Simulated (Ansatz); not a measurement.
# BN under changes of volume

One of the cells (5.969 Å³/atom); the others are scaled copies at fixed shape and fractional positions:

```
N B
1.0
     2.55394    0.00000    0.00000
    -1.27697    2.21178    0.00000
     0.00000    0.00000    4.22685
N B
2 2
Direct
  0.33333 0.66667 0.12528
  0.66667 0.33333 0.62528
  0.33333 0.66667 0.49972
  0.66667 0.33333 0.99972
```

Measurements of this composition are mostly on another form, of space group No. 194.

* Program: Ansatz 0.2.0
* Functional: PBE
* Potentials or basis: Ansatz PAW
* Cutoff: 420 eV (not typed: the program's choice for these potentials)
* k mesh: 12 × 12 × 6
* Occupations: fermi-dirac, width 0.05 eV
* Spin: no spin polarisation

```csv
volume (Å³/atom),energy over the lowest point (meV/atom),pressure (GPa),gap on the mesh (eV),largest force (eV/Å)
5.611,27.35,25.7,5.11,0.034
5.730,11.74,16.3,5.15,0.016
5.850,?,?,?,?
5.969,0.00,0.0,5.21,0.016
6.088,2.70,-7.1,5.24,0.031
6.208,10.48,-13.6,5.27,0.045
6.327,22.82,-19.5,5.29,0.059
```

Q: What does the run at 5.850 Å³/atom give?

A: Energy over the lowest point 2.84 meV/atom; pressure 7.7 GPa; gap on the mesh 5.18 eV; largest force 0.001 eV/Å.

Worked out: A Birch-Murnaghan fit of order 3 (a polynomial in V^(-2/3)) to the other rows has its minimum at 5.97 Å³/atom with B0 = V·E''(V) = 372 GPa and B' = 3.8 at fixed shape and positions, which overstates the stiffness. It gives 2.79 meV/atom at 5.850 Å³/atom, against the run's 2.84, and -dE/dV = 7.7 GPa, against 7.7. A straight line through the other rows of the gap, of slope 1.5 eV per unit of ln V, gives 5.18 eV, against the run's 5.18.

Energies are extrapolated to zero smearing.

A mesh can miss the band edges.
